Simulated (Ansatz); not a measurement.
Crystal: HfN.

```
Hf N
1.0
     3.13391    0.00000    0.00000
    -1.56695    2.71404    0.00000
     0.00000    0.00000    5.41677
Hf N
2 2
Direct
  0.33333 0.66667 0.25000
  0.66667 0.33333 0.75000
  0.00000 0.00000 0.50000
  0.00000 0.00000 0.00000
```

The cell comes from a database or a generator and needn't be the stable form of this composition.

Base run:

| Quantity | Value |
| --- | --- |
| Program | Ansatz 0.2.0 |
| Functional | PBEsol |
| Potentials or basis | all-electron LAPW, non-relativistic |
| Cutoff | 313 eV (chosen from the basis error) |
| Basis error allowed | 0.002 eV/atom |
| k mesh | 10 × 10 × 5 |
| Occupations | fermi-dirac, width 0.05 eV |
| Spin | no spin polarisation |

Its results: pressure 10.0 GPa.

Task: The run is repeated on the same cell with these changes: potentials or basis from all-electron LAPW, non-relativistic to all-electron LAPW, scalar-relativistic. What comes out?

Result: Pressure -2.4 GPa.

Caveats: relativity is left out, which matters for the heavier elements (some runs).

The runs don't all hold the same shells in valence.
